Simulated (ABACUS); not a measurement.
Here is an ABACUS 3.10.1 calculation.

The input INPUT:

```
INPUT_PARAMETERS
suffix              NbP
calculation         scf
basis_type          pw
pseudo_dir          ./
symmetry            1
dft_functional      pbesol
ecutwfc             82
pseudo_rcut         7
nspin               1
nbands              22
ks_solver           dav
smearing_method     fd
smearing_sigma      0.00367493
scf_thr             1e-08
scf_nmax            100
mixing_type         broyden
mixing_beta         0.7
cal_force           1
cal_stress          1
out_chg             1
out_pot             2
out_elf             1
```

The input STRU:

```
ATOMIC_SPECIES
Nb 92.9064 Nb.upf
P 30.9738 P.upf

LATTICE_CONSTANT
1.8897261246

LATTICE_VECTORS
-1.6749232544 1.6749232544 5.7401081759
1.6749232544 -1.6749232544 5.7401081759
1.6749232544 1.6749232544 -5.7401081759

ATOMIC_POSITIONS
Direct

Nb
0.0
2
0.2535610000 0.7355820000 0.4782830000 1 1 1
0.4981910000 0.4931210000 -0.0114830000 1 1 1

P
0.0
2
0.8469440000 0.3140820000 0.4953790000 1 1 1
0.0665200000 0.0782870000 -0.0100490000 1 1 1
```

The input KPT:

```
K_POINTS
0
Gamma
11 11 11 0 0 0
```

Potentials or basis: PseudoDojo NC SR 0.4.1 PBEsol standard, plane waves.

Command:

```bash
$ OMP_NUM_THREADS=1 mpirun -np 4 abacus > log
```

**Question.** What does it give for the largest force?

**Answer.** 1.246 eV/Å.

**Question.** Predict the pressure.

**Answer.** -5.8 GPa.

**Question.** Predict the band gap on the k mesh.

**Answer.** None (metal or under the smearing width).

Forces on the atoms (eV/Å):
```
Nb   0.281  0.384 -1.090
Nb   0.126 -0.028 -0.282
P    0.050 -0.680  0.259
P   -0.457  0.324  1.112
```

Caveat: there are fewer bands than atomic start orbitals, so a level may be missed at k points of high symmetry.
